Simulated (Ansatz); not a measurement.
**Co: pressure up to the limit of the methods**

The task here is to estimate one member of a computed series from the others.

Computed with Ansatz 0.2.0 (DFT PBE, with the methods named in each step, unless a step's input says otherwise).

1 further run of the same task is left out (it didn't finish).

### Starting point

It takes space group P6/mmm (No. 191, hexagonal). Conventional cell: a = 2.402 Å, b = 2.402 Å, c = 2.258 Å, α = 90.00°, β = 90.00°, γ = 120.00°. Co (site symmetry 6/mmm) is surrounded by 8 Co at 2.26 to 2.40 Å.

Structure file:

```
Co
1.0
     2.40171    0.00000    0.00000
    -1.20086    2.07995    0.00000
     0.00000    0.00000    2.25761
Co
1
Direct
  0.00000 0.00000 0.00000
```

Whether this phase is the stable one at these pressures isn't tested.

The first run:

Contents of input.yaml:

```yaml
crystal:
  lattice:
    - [2.4017149105, 0.0, 0.0]
    - [-1.2008574553, 2.0799461252, 0.0]
    - [0.0, 0.0, 2.2576120159]
  atoms:
    - { symbol: Co, position: [0.0, 0.0, 0.0], spin: 1.7 }
magnetization:
  spin_polarized: true
kpoints:
  mp_grid: { grid: [18, 18, 17] }
scf:
  occupations: { method: fermi_dirac, width: 0.1 }
hamiltonian:
  xc: pbe
  pseudopotentials: { kind: paw }
output:
  forces: true
  stress: true
  write_density: true
  write_potential: true
  elf: true
  volumetric_format: npy
relax:
  f_tol: 0.005
  max_steps: 40
  cell: {}
```

Run with:

```bash
ansatz run input.yaml --threads 1 --pin off --max-ram 3072MiB --backend cpu --events-out ev --progress --plain --runs-dir out
```

Among the steps run: Cell relaxed at zero pressure, PAW; Volume scaled by 1, PAW; Shape and atoms relaxed at 0.92 of the volume, PAW; Volume scaled by 0.92, PAW; Shape and atoms relaxed at 0.84 of the volume, PAW; Volume scaled by 0.84, PAW; Shape and atoms relaxed at 0.76 of the volume, PAW; Volume scaled by 0.76, PAW; Shape and atoms relaxed at 0.68 of the volume, PAW; Volume scaled by 0.68, PAW; Shape and atoms relaxed at 0.6 of the volume, PAW; More of the same log: shape and atoms relaxed at 0.6 of the volume; Volume scaled by 0.6, PAW; Shape and atoms relaxed at 0.52 of the volume, PAW; More of the same log: shape and atoms relaxed at 0.52 of the volume; Volume scaled by 0.52, PAW; Shape and atoms relaxed at 0.45 of the volume, PAW; Volume scaled by 0.45, PAW; Volume scaled by 0.45, PAW (level accurate).

One table of the session follows, with a row left open; its other results are not shown here.

```
              method  volume over the first  volume (Å³/atom)  pressure (GPa)  moment Co (μB)
                 PAW                      1            12.021            0.01            1.80
                 PAW                   0.92                 ?               ?               ?
                 PAW                   0.84            10.098           38.97            1.37
                 PAW                   0.76             9.136           77.89            1.06
                 PAW                   0.68             8.174          138.49            0.00
                 PAW                    0.6             7.213          256.22            0.00
                 PAW                   0.52             6.251          466.06            0.00
                 PAW                   0.45             5.410          795.83            0.00
PAW (level accurate)                   0.45             5.410          796.40            0.00
```

**Question.** Estimate the row for PAW, 0.92.

The run gave: volume (Å³/atom): 11.059; pressure (GPa): 15.46; moment Co (μB): 1.63. In the column «volume (Å³/atom)» it lies between PAW, 0.84 (10.098) and PAW, 1 (12.021).

Caveats from the session: Warnings in the runs' records: seeded moment not kept.
